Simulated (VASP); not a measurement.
# Cu (Fm-3m) in VASP: elastic constants with r2SCAN

Aim: the elastic constants of Cu with r2SCAN.

Everything below comes from runs of VASP 6.6.1. Logs are shortened: lines on timing, memory, paths and dates and some standing lists are left out, and cuts for length are marked.

### Step 1. The crystal as given

Symmetry: Fm-3m, No. 225, cubic system. Conventional cell: a = 3.582 Å, b = 3.582 Å, c = 3.582 Å, α = 90.00°, β = 90.00°, γ = 90.00°. Cu (site symmetry m-3m) is surrounded by 12 Cu at 2.53 Å.

The cell was built by a generator and needn't be a form met in nature.

### Step 2. Elastic constants, r2SCAN

The input, POSCAR:

```
Cu
1.0
   -0.0000000000      1.7910860213      1.7910860213
    1.7910860213      0.0000000000      1.7910860213
    1.7910860213      1.7910860213     -0.0000000000
  Cu
     1
Direct
     0.0000000000000000    0.0000000000000000    0.0000000000000000
```

The input, INCAR.step1:

```
SYSTEM = Cu
ALGO = Normal
EDIFF = 1E-8
EDIFFG = -0.002
ENCUT = 600
IBRION = 2
ISIF = 3
ISMEAR = 1
KPAR = 8
LASPH = .True.
LCHARG = .False.
LMIXTAU = .True.
LREAL = .False.
LWAVE = .False.
METAGGA = R2SCAN
NELM = 100
NSW = 40
PREC = Accurate
SIGMA = 0.2
```

The input, INCAR.step2:

```
SYSTEM = Cu
ALGO = Normal
EDIFF = 1E-8
ENCUT = 600
IBRION = 6
ISIF = 3
ISMEAR = 1
KPAR = 8
LASPH = .True.
LCHARG = .False.
LMIXTAU = .True.
LREAL = .False.
LWAVE = .False.
METAGGA = R2SCAN
NELM = 100
NFREE = 2
NSW = 1
POTIM = 0.015
PREC = Accurate
SIGMA = 0.2
```

The input, KPOINTS:

```
k-points
0
Gamma
  24 24 24
  0 0 0
```

Potentials or basis: VASP PAW PBE potentials, release 64 (Cu).

Started as:

```
> cat potpaw_PBE.64/Cu/POTCAR > POTCAR
> cp INCAR.step1 INCAR
> mpirun -np 8 vasp_std > vasp.out
> cp CONTCAR POSCAR
> cp INCAR.step2 INCAR
> mpirun -np 8 vasp_std > vasp.out
```

OUTCAR:

```text
SYSTEM = Cu
   EDIFF = 1E-8
   ENCUT = 600
   IBRION = 6
   ISIF = 3
   ISMEAR = 1
   LASPH = .True.
   LREAL = .False.
   METAGGA = R2SCAN
   NELM = 100
   NFREE = 2
   NSW = 1
   POTIM = 0.015
   PREC = Accurate

 ion  position               nearest neighbor table
   1  0.000  0.000  0.000-

  LATTYP: Found a face centered cubic cell.
 ALAT       =     3.5815472085

  Lattice vectors:

 A1 = (   0.0000000000,   1.7907736042,   1.7907736042)
 A2 = (   1.7907736042,   0.0000000000,   1.7907736042)
 A3 = (   1.7907736042,   1.7907736042,   0.0000000000)

Analysis of symmetry for initial positions (statically):
=====================================================================
 Subroutine PRICEL returns:
 Original cell was already a primitive cell.

 Routine SETGRP: Setting up the symmetry group for a
 face centered cubic supercell.

 Subroutine GETGRP returns: Found 48 space group operations
 (whereof 48 operations were pure point group operations)
 out of a pool of 48 trial point group operations.

The static configuration has the point symmetry O_h .

Analysis of symmetry for dynamics (positions and initial velocities):
=====================================================================
 Subroutine PRICEL returns:
 Original cell was already a primitive cell.

 Routine SETGRP: Setting up the symmetry group for a
 face centered cubic supercell.

 Subroutine GETGRP returns: Found 48 space group operations
 (whereof 48 operations were pure point group operations)
 out of a pool of 48 trial point group operations.

The dynamic configuration has the point symmetry O_h .

 Subroutine INISYM returns: Found 48 space group operations
 (whereof 48 operations are pure point group operations),
 and found     1 'primitive' translations

----------------------------------------------------------------------------------------

                                     Primitive cell

  volume of cell :      11.4856

  direct lattice vectors                    reciprocal lattice vectors
     0.000000000  1.790773604  1.790773604    -0.279208940  0.279208940  0.279208940
     1.790773604  0.000000000  1.790773604     0.279208940 -0.279208940  0.279208940
     1.790773604  1.790773604  0.000000000     0.279208940  0.279208940 -0.279208940

  length of vectors
     2.532536318  2.532536318  2.532536318     0.483604070  0.483604070  0.483604070

  position of ions in fractional coordinates (direct lattice)
     0.000000000  0.000000000  0.000000000

  ion indices of the primitive-cell ions
   primitive index   ion index
                 1           1

----------------------------------------------------------------------------------------

 KPOINTS: k-points

Automatic generation of k-mesh.
 Grid dimensions read from file:
 generate k-points for:   24   24   24

 Generating k-lattice:

  Cartesian coordinates                     Fractional coordinates (reciprocal lattice)
    -0.011633706  0.011633706  0.011633706     0.041666667  0.000000000  0.000000000
     0.011633706 -0.011633706  0.011633706     0.000000000  0.041666667  0.000000000
     0.011633706  0.011633706 -0.011633706     0.000000000  0.000000000  0.041666667

  Length of vectors
     0.020150170  0.020150170  0.020150170

  Shift w.r.t. Gamma in fractional coordinates (k-lattice)
     0.000000000  0.000000000  0.000000000

 Subroutine IBZKPT returns following result:
 ===========================================

 Found    413 irreducible k-points:

 Following reciprocal coordinates:
            Coordinates               Weight
  0.000000  0.000000  0.000000      1.000000
  0.041667  0.000000  0.000000      8.000000
  0.083333  0.000000  0.000000      8.000000
  0.125000  0.000000  0.000000      8.000000
  0.166667  0.000000  0.000000      8.000000
  0.208333  0.000000  0.000000      8.000000
[... 16 lines left out ...]
  0.416667  0.041667  0.000000     24.000000
  0.458333  0.041667  0.000000     24.000000
 [... further k-points ...]
   k-points           NKPTS =    413   k-points in BZ     NKDIM =    413   number of bands    NBANDS=      9
[... 33 lines left out ...]
   EFERMI_NEDOS =   21; number of points for ismear=-14 and -15
   IALGO  =     38    algorithm
   IMIX   =      4    mixing-type and parameters
     AMIX     =   0.40;   BMIX     =  1.00
     AMIX_MAG =   1.60;   BMIX_MAG =  1.00
  volume/ion in A,a.u.               =      11.49        77.51
  Fermi-wavevector in a.u.,A,eV,Ry     =   1.613696  3.049443 35.429770  2.604015
  Thomas-Fermi vector in A             =   2.708724
   LORBIT       =      0    0 simple, 1 ext, 2 COOP (PROOUT), +10 PAW based schemes
   METAGGA = R2SCAN    functional components
   LHFCALC =     F    Hartree Fock is set to
   AEXX    =    0.0000 exact exchange contribution
   IVDW    =     0    specifies the selected vdW correction
   LEPSILON=     F    determine dielectric tensor
   LRPA    =     F    only Hartree local field effects (RPA)
 finite differences with symmetry
 non-spin polarized calculation
 Methfessel and Paxton  Order N= 1 SIGMA  =   0.20
  energy-cutoff  :      600.00
  volume of cell :       11.49
 maximum number of plane-waves:       392
   NGX = 11   NGY = 11   NGZ = 11

--------------------------------------- Ionic step        1  -------------------------------------------

 number of electron      11.0000011 magnetization

 Free energy of the ion-electron system (eV)
  ---------------------------------------------------
  ext. energy  EPLUGINS =         0.00000000
  ---------------------------------------------------
  free energy    TOTEN  =       -10.82779180 eV

  energy without entropy =      -10.82825426  energy(sigma->0) =      -10.82794596

------------------------ aborting loop because EDIFF is reached ----------------------------------------

  FORCE on cell =-STRESS in cart. coord.  units (eV):
  Direction    XX          YY          ZZ          XY          YZ          ZX
  --------------------------------------------------------------------------------------
  -------------------------------------------------------------------------------------
  Total       -0.0001578     -0.0001578     -0.0001578      0.0000000      0.0000000      0.0000000
  in kB       -0.0220164     -0.0220164     -0.0220164      0.0000000      0.0000000      0.0000000
  external PRESSURE =      -0.0220164 kB  Pullay stress =       0.0000000 kB
[... 86 lines left out ...]
  FREE ENERGIE OF THE ION-ELECTRON SYSTEM (eV)
  ---------------------------------------------------
  free  energy   TOTEN  =       -10.8260529691 eV

  energy  without entropy=      -10.8263816438  energy(sigma->0) =      -10.82616253

[... ionic steps 4 to 12 ...]

--------------------------------------- Ionic step       13  -------------------------------------------

 number of electron      11.0000010 magnetization

------------------------ aborting loop because EDIFF is reached ----------------------------------------
[... 65 lines left out ...]
--------------------------------------- Ionic step       15  -------------------------------------------

 number of electron      11.0000007 magnetization

 Free energy of the ion-electron system (eV)
  ---------------------------------------------------
  ext. energy  EPLUGINS =         0.00000000
  ---------------------------------------------------
  free energy    TOTEN  =       -10.82782507 eV

  energy without entropy =      -10.82828750  energy(sigma->0) =      -10.82797921

 E-fermi :   7.7587     XC(G=0): -13.9321

 val. band max:        7.7413255648   @ k =   0.5000   0.1667   0.0417
 cond. band min:       7.8155059550   @ k =   0.5000   0.2500   0.0833
 fundamental gap:      0.0741803901
 Fermi energy:         7.7586748646

 k-point     1 :       0.0000    0.0000    0.0000
  band No.  band energies     occupation
      1      -2.1444      2.00000
      2       4.5228      2.00000
      3       4.5229      2.00000
      4       4.5229      2.00000
      5       5.3752      2.00000
      6       5.3752      2.00000
      7      31.3585      0.00000
      8      34.6149      0.00000
      9      34.6151      0.00000
[... 265 lines left out ...]
 k-point    24 :       0.4583    0.0417    0.0000
  band No.  band energies     occupation
      1       2.3180      2.00000
      2       4.4633      2.00000
      3       4.5140      2.00000
      4       5.5434      2.00000
      5       5.9751      2.00000
      6       6.5179      2.00000
      7      12.7173      0.00000
      8      29.5213      0.00000
      9      30.4243      0.00000

 [... further k-points ...]

------------------------ aborting loop because EDIFF is reached ----------------------------------------

  FORCE on cell =-STRESS in cart. coord.  units (eV):
  Direction    XX          YY          ZZ          XY          YZ          ZX
  --------------------------------------------------------------------------------------
  -------------------------------------------------------------------------------------
  Total        0.0010194      0.0010194      0.0010194      0.0000000      0.0000000      0.0000000
  in kB        0.1421944      0.1421944      0.1421944      0.0000000      0.0000000      0.0000000
  external PRESSURE =       0.1421944 kB  Pullay stress =       0.0000000 kB
[... 16 lines left out ...]
  FREE ENERGIE OF THE ION-ELECTRON SYSTEM (eV)
  ---------------------------------------------------
  free  energy   TOTEN  =       -10.8278250702 eV

  energy  without entropy=      -10.8282875026  energy(sigma->0) =      -10.82797921

 INTERNAL STRAIN TENSORS FROM STRAINED CELLS
 ============================================

 INTERNAL STRAIN TENSOR FOR ION    1 for displacements in x,y,z  (eV/Angst):
          X           Y           Z          XY          YZ          ZX
  --------------------------------------------------------------------------------
  x     0.00000    -0.00000    -0.00000     0.00000     0.00000     0.00000
  y     0.00000     0.00000     0.00000     0.00000     0.00000     0.00000
  z    -0.00000     0.00000     0.00000     0.00000     0.00000     0.00000

 INTERNAL STRAIN TENSORS FROM DISPLACED ATOMS
 ============================================

 INTERNAL STRAIN TENSOR FOR ION    1 for displacements in x,y,z  (eV/Angst):
          X           Y           Z          XY          YZ          ZX
  --------------------------------------------------------------------------------
  x     0.00000     0.00000     0.00000     0.00000     0.00000     0.00000
  y     0.00000     0.00000     0.00000     0.00000     0.00000     0.00000
  z     0.00000     0.00000     0.00000     0.00000     0.00000     0.00000

 Eigenvectors and eigenvalues of the dynamical matrix
 ----------------------------------------------------

   1 f/i=    0.000000 THz     0.000000 2PiTHz    0.000000 cm-1     0.000000 meV
             X         Y         Z           dx          dy          dz
      0.000000  0.000000  0.000000     1.000000    0.000000    0.000000

   2 f/i=    0.000000 THz     0.000000 2PiTHz    0.000000 cm-1     0.000000 meV
             X         Y         Z           dx          dy          dz
      0.000000  0.000000  0.000000     0.000000    1.000000    0.000000

   3 f/i=    0.000000 THz     0.000000 2PiTHz    0.000000 cm-1     0.000000 meV
             X         Y         Z           dx          dy          dz
      0.000000  0.000000  0.000000     0.000000    0.000000    1.000000

--------------------------------------------------------------------------------------------------------

 ELASTIC MODULI CONTR FROM IONIC RELAXATION (kBar)
 Direction    XX          YY          ZZ          XY          YZ          ZX
 --------------------------------------------------------------------------------
 XX           0.0000      0.0000      0.0000      0.0000      0.0000      0.0000
 YY           0.0000      0.0000      0.0000      0.0000      0.0000      0.0000
 ZZ           0.0000      0.0000      0.0000      0.0000      0.0000      0.0000
 XY           0.0000      0.0000      0.0000      0.0000      0.0000      0.0000
 YZ           0.0000      0.0000      0.0000      0.0000      0.0000      0.0000
 ZX           0.0000      0.0000      0.0000      0.0000      0.0000      0.0000
 --------------------------------------------------------------------------------

 TOTAL ELASTIC MODULI (kBar)
 Direction    XX          YY          ZZ          XY          YZ          ZX
 --------------------------------------------------------------------------------
 XX        2012.3492   1376.9112   1376.9112      0.0000     -0.0000      0.0000
 YY        1376.9112   2012.3492   1376.9112      0.0000      0.0000      0.0000
 ZZ        1376.9112   1376.9112   2012.3492      0.0000      0.0000     -0.0000
 XY           0.0000      0.0000      0.0000    978.5891      0.0000      0.0000
 YZ          -0.0000      0.0000      0.0000      0.0000    978.5891      0.0000
 ZX           0.0000      0.0000     -0.0000      0.0000      0.0000    978.5891
 --------------------------------------------------------------------------------
```

Run time: 13 min. Hardware: 8 MPI ranks of Intel Xeon 6975P-C (Granite Rapids), shared host; peak memory 0.83 GiB.

What came out:

```yaml
Relaxed_volume: 11.49 Å³/atom
Relaxed_cell: a = 2.533 Å, b = 2.533 Å, c = 2.533 Å, α = 60.00°, β = 60.00°, γ = 60.00°
Space_group_after_relaxing_to_0.05_Å: Fm-3m (No. 225)
Elastic_constants_C11_C12_C44: 201, 138, 98 GPa
Voigt_bulk_modulus: 159 GPa
```

Final structure:
```
Cu
1.0
     0.00000    1.79077    1.79077
     1.79077    0.00000    1.79077
     1.79077    1.79077    0.00000
Cu
1
Direct
  0.00000 0.00000 0.00000
```

Elastic tensor in Voigt notation (GPa, in the Cartesian axes of the cell as first typed):
```
201 138 138   0   0   0
138 201 138   0   0   0
138 138 201   0   0   0
  0   0   0  98   0   0
  0   0   0   0  98   0
  0   0   0   0   0  98
```

Clamped-ion elastic tensor (GPa):
```
201 138 138   0   0   0
138 201 138   0   0   0
138 138 201   0   0   0
  0   0   0  98   0   0
  0   0   0   0  98   0
  0   0   0   0   0  98
```

Caveat: the PAW data sets were made with another functional, which shifts forces and pressure a little.
